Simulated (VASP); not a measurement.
Here is a VASP 6.6.1 calculation.

Contents of INCAR:

```
PREC = Accurate
ENCUT = 520
EDIFF = 1E-7
ISMEAR = 0
SIGMA = 0.05
LREAL = False
LASPH = True
NELM = 80
ALGO = Normal
ISIF = 2
LWAVE = False
LCHARG = False
LDIPOL = True
IDIPOL = 3
DIPOL = 0.5 0.5 0.500
GGA = RP
IBRION = 2
NSW = 60
EDIFFG = -0.005
```

The input KPOINTS:

```
regular mesh
0
Gamma
  8 8 1
```

The input POSCAR:

```
AlP
1.0
    3.8544390642      0.0000000000      0.0000000000
   -1.9272195321      3.3380421470      0.0000000000
    0.0000000000      0.0000000000     25.2281930314
P Al
4 4
Selective dynamics
Direct
    0.0000000000      0.0000000000      0.2972864521  F F F
    0.3333333333      0.6666666667      0.4220332508  F F F
    0.6666666667      0.3333333333      0.5467800495  T T T
    0.0000000000      0.0000000000      0.6715268482  T T T
    0.3333333333      0.6666666667      0.3284731518  F F F
    0.6666666667      0.3333333333      0.4532199505  F F F
    0.0000000000      0.0000000000      0.5779667492  T T T
    0.3333333333      0.6666666667      0.7027135479  T T T
```

Potentials or basis: VASP PAW PBE potentials, release 64 (P, Al).

Run with:

```sh
$ cat potpaw_PBE.64/P/POTCAR potpaw_PBE.64/Al/POTCAR > POTCAR
$ mpirun -np 1 vasp_std > vasp.out
```

Problem. Estimate the energy gained by relaxing.

Solution. 9.2 meV/atom.

Problem. What does it give for the band gap on the k mesh?

Solution. None (metal or under the smearing width).

The path:
| step | energy change (eV) | largest force (eV/Å) | pressure (GPa) |
| --- | --- | --- | --- |
| 1 | 0.0000 | 0.8758 | 1.68 |
| 2 | -0.0419 | 0.7016 | 1.68 |
| 3 | -0.0462 | 0.7369 | 1.70 |
| 4 | -0.0509 | 0.7409 | 1.69 |
| 5 | -0.0588 | 0.7518 | 1.67 |
| 6 | -0.0593 | 0.7550 | 1.66 |
| 7 | -0.0626 | 0.7713 | 1.63 |
| 8 | -0.0650 | 0.8043 | 1.56 |
| 9 | -0.0672 | 0.8052 | 1.52 |
| 10 | -0.0716 | 0.8077 | 1.39 |
| 11 | -0.0704 | 0.8117 | 1.14 |
| 12 | -0.0728 | 0.8096 | 1.29 |
| 13 | -0.0734 | 0.8143 | 1.29 |
| 14 | -0.0734 | 0.8145 | 1.29 |
| 15 | -0.0734 | 0.8114 | 1.29 |
| 16 | -0.0734 | 0.8094 | 1.28 |
| 17 | -0.0734 | 0.8098 | 1.28 |
| 18 | -0.0734 | 0.8099 | 1.28 |

Caveat: the PAW data sets were made with another functional, which shifts forces and pressure a little.
